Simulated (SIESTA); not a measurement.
Crystal: Al2Au.

```
Au Al
1.0
     0.00000    3.00000    3.00000
     3.00000    0.00000    3.00000
     3.00000    3.00000    0.00000
Au Al
1 2
Direct
  0.00000 0.00000 0.00000
  0.75000 0.75000 0.75000
  0.25000 0.25000 0.25000
```

Base run:

```yaml
Program: SIESTA 5.4.2
Functional: PBE
Potentials_or_basis: PseudoDojo 0.4 standard (PBE files)
Basis: DZP (energy shift 0.003 Ry; two zetas on semicore shells)
Grid_cutoff: 800 Ry
Energy_shift: 0.003 Ry
k_mesh: 8 × 8 × 8
Occupations: fermi-dirac, width 0.05 eV
Spin: no spin polarisation
```

Its results: band gap on the k mesh none (metal or under the smearing width); pressure 3.6 GPa.

Problem. The run is repeated on the same cell with these changes: basis from DZP (energy shift 0.003 Ry; two zetas on semicore shells) to SZ (energy shift 0.003 Ry). What comes out?

Solution. Band gap on the k mesh none (metal or under the smearing width); pressure 13.1 GPa.

Caveats: short orbitals over semicore shells can move pressures by several GPa; the basis of atomic orbitals isn't converged, which shifts pressures, moduli and gaps; the basis has no polarisation orbitals (some runs).
